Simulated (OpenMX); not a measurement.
## MnS and the effect of the volume of the cell

```cif
data_structure
_symmetry_space_group_name_H-M 'Fm-3m'
_symmetry_Int_Tables_number 225
_cell_length_a 5.2090
_cell_length_b 5.2090
_cell_length_c 5.2090
_cell_angle_alpha 90.000
_cell_angle_beta 90.000
_cell_angle_gamma 90.000
_cell_volume 141.34
loop_
_atom_site_label
_atom_site_type_symbol
_atom_site_symmetry_multiplicity
_atom_site_Wyckoff_symbol
_atom_site_fract_x
_atom_site_fract_y
_atom_site_fract_z
_atom_site_occupancy
Mn1 Mn 4 a 0.00000 0.00000 0.00000 1
S1 S 4 b 0.50000 0.00000 0.00000 1
```

Kept alike: task band structure; functional PBE; k mesh 7 × 7 × 7; occupations fermi-dirac, width 0.05 eV; collinear spin, ferromagnetic start. Program: OpenMX, OpenMX 2013 PBE set, Mn6.0-s3p2d2, S7.0-s2p2d1f1, grid cutoff 400 Ry. The mesh is that of the run's cell of 2 atoms. No spin-orbit coupling.

```csv
"volume of cell, f (times the cell shown)",pressure (GPa),largest site moment (μB),free energy over the lowest row (meV/atom)
0.88,7.04,4.23,35.82
0.92,?,?,11.23
0.96,0.90,4.46,0.00
1,-1.79,4.53,2.00
1.04,-4.11,4.59,15.19
1.08,-5.79,4.66,37.29
```

Pressure is positive in compression. The cell shown is the unstrained one; x, y and z are its Cartesian axes; atoms keep their fractions. For a metal such a mesh leaves the last digits unconverged. The measured crystal is an antiferromagnetic insulator; a metallic or parallel state is the runs' own. The runs hold the magnetic state that their start led to, which needn't be the lowest. Site moments are Mulliken populations, which hang on the basis.

Question: Fit the rows shown and predict the run at 0.92 times the cell shown.

Answer: A least-squares parabola through the rows shown is pressure = 113.439 f² - 286.938 f + 171.725 (largest miss 0.114); at f = 0.92 it gives 3.76 GPa. A least-squares parabola through the rows shown is largest site moment = -5.012 f² + 11.9254 f - 2.38 (largest miss 0.011); at f = 0.92 it gives 4.35 μB. The run gave: pressure 4.14 GPa; largest site moment 4.38 μB.
